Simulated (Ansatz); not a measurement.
# Strain and the gap of NaCl (rocksalt)

NaCl built on the rocksalt prototype, relaxed with r2SCAN in the plane-wave code Ansatz. It is cubic, Fm-3m (No. 225); conventional cell a = 5.605 Å, 22.02 Å³ an atom. Na is surrounded by 6 Cl at 2.80 Å; Cl is surrounded by 6 Na at 2.80 Å.

The axes x, y and z are those of this cell:
```yaml
crystal:
  lattice:
    - [0.00000, 2.80270, 2.80270]
    - [2.80270, 0.00000, 2.80270]
    - [2.80270, 2.80270, 0.00000]
  atoms:
    - { symbol: Na, position: [0.00000, 0.00000, 0.00000] }
    - { symbol: Cl, position: [0.50000, 0.50000, 0.50000] }
```

Unstrained: The PBE gap is direct at Γ: 5.180 eV. With r2SCAN the gap is 5.975 eV and direct, at Γ. With HSE06 the gap is 6.559 eV and direct, at Γ. Meshes: PBE 8×8×8, r2SCAN 8×8×8, HSE06 6×6×6. Strains are changes of length per length. After each strain the atoms were relaxed again with r2SCAN within the symmetry that the strain leaves, so tilts or polar shifts that break it weren't tested; points keep the names that they have in the unstrained zone. Spin-unpolarised throughout; all numbers are computed.

Changes of the least gap in eV (an overlap counts as a negative gap):
```tsv
strain	volume change (%)	space group	PBE	r2SCAN	HSE06	G0W0@PBE (mesh)	energy rise, r2SCAN (meV/atom)
isotropic -4.0 % on every length	-11.5	Fm-3m	+0.530	+0.571	+0.569	+0.52	32.4
isotropic -3.0 % on every length	-8.7	Fm-3m	+0.387	+0.417	+0.415	+0.38	17.7
isotropic -2.0 % on every length	-5.9	Fm-3m	+0.251	+0.270	+0.270	+0.25	7.7
isotropic -1.0 % on every length	-3.0	Fm-3m	+0.122	+0.132	+0.131	+0.12	1.9
isotropic +1.0 % on every length	+3.0	Fm-3m	-0.116	-0.124	-0.125	-0.12	1.5
isotropic +2.0 % on every length	+6.1	Fm-3m	-0.226	-0.241	-0.243	-0.22	6.0
isotropic +3.0 % on every length	+9.3	Fm-3m	-0.331	-0.353	-0.356	-0.33	13.3
isotropic +4.0 % on every length	+12.5	Fm-3m	-0.430	-0.459	-0.464	-0.42	23.0
```
Unstrained, G0W0@PBE with 183 empty bands, a screening cutoff of 150 eV and a 4×4×4 mesh gives 7.96 eV on its mesh; the band count follows the volume. The G0W0 figures hold for the stated bands, cutoff and mesh and aren't extrapolated.

Isotropic -4.0 % on every length. HSE06: the gap goes from 6.559 to 7.128 eV (+0.569 eV). Stress change with r2SCAN, compression positive: xx +4.52, yy +4.52, zz +4.52 GPa. For HSE06, dE_g/d ln V = -4.6 eV over this step.

Isotropic -3.0 % on every length. HSE06: the gap goes from 6.559 to 6.974 eV (+0.415 eV). Stress change with r2SCAN, compression positive: xx +3.13, yy +3.13, zz +3.13 GPa. For HSE06, dE_g/d ln V = -4.5 eV over this step.

Isotropic -2.0 % on every length. HSE06: the gap goes from 6.559 to 6.829 eV (+0.270 eV). Stress change with r2SCAN, compression positive: xx +1.93, yy +1.93, zz +1.93 GPa. For HSE06, dE_g/d ln V = -4.4 eV over this step.

Isotropic -1.0 % on every length. HSE06: the gap goes from 6.559 to 6.690 eV (+0.131 eV). Stress change with r2SCAN, compression positive: xx +0.90, yy +0.90, zz +0.90 GPa. For HSE06, dE_g/d ln V = -4.4 eV over this step.

Isotropic +1.0 % on every length. HSE06: the gap goes from 6.559 to 6.434 eV (-0.125 eV). Stress change with r2SCAN, compression positive: xx -0.77, yy -0.77, zz -0.77 GPa. For HSE06, dE_g/d ln V = -4.2 eV over this step.

Isotropic +2.0 % on every length. HSE06: the gap goes from 6.559 to 6.316 eV (-0.243 eV). Stress change with r2SCAN, compression positive: xx -1.43, yy -1.43, zz -1.43 GPa. For HSE06, dE_g/d ln V = -4.1 eV over this step.

Isotropic +3.0 % on every length. HSE06: the gap goes from 6.559 to 6.203 eV (-0.356 eV). Stress change with r2SCAN, compression positive: xx -1.99, yy -1.99, zz -1.99 GPa. For HSE06, dE_g/d ln V = -4.0 eV over this step.

Isotropic +4.0 % on every length. HSE06: the gap goes from 6.559 to 6.095 eV (-0.464 eV). Stress change with r2SCAN, compression positive: xx -2.47, yy -2.47, zz -2.47 GPa. For HSE06, dE_g/d ln V = -3.9 eV over this step.

The meshes of the hybrids are coarse, so their gaps aren't converged to the digits shown.
